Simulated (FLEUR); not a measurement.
# Sb: equation of state with LDA

Sb:

```
CELL_PARAMETERS angstrom
3.35453 0.00000 0.00000
-1.67727 2.90511 0.00000
0.00000 0.00000 5.47016
ATOMIC_POSITIONS crystal
Sb 0.66667 0.33333 0.75000
Sb 0.33333 0.66667 0.25000
```

This isn't the form of Sb at room conditions, which is rhombohedral.

| Quantity | Value |
| --- | --- |
| Program | FLEUR MaX-R8.1 (later development tree) |
| Task | equation of state |
| Functional | LDA |
| Potentials or basis | all-electron |
| Basis | FLAPW |
| Kmax | 4.1 1/bohr |
| k mesh | 9 × 9 × 5 |
| Occupations | fermi-dirac, width 0.05 eV |
| Spin | no spin polarisation |
| Gmax | 12.7 1/bohr |
| Muffin-tin radii | Sb 2.66 bohr |
| lmax | Sb 10 |
| lnonsphr | Sb 10 |
| Local orbitals a species | Sb 6 |

```yaml
Equilibrium_volume: 25.52 Å³/atom
Bulk_modulus_at_fixed_shape_and_positions: 69 GPa
Pressure_derivative_of_the_bulk_modulus: "3.9 (rough: it moves with the points fitted)"
```

Energy against volume, from the lowest point:
| volume (Å³/atom) | energy (meV/atom) |
| --- | --- |
| 25.055 | 1.84 |
| 25.588 | 0.00 |
| 26.654 | 10.01 |
| 27.720 | 35.42 |
| 28.253 | 53.02 |

Caveat: the cell was scaled at fixed shape and fractional positions, which overstates the stiffness of a crystal with free parameters, most of all of layers and chains. The run has no spin-orbit coupling, so splittings on Sb are missing.
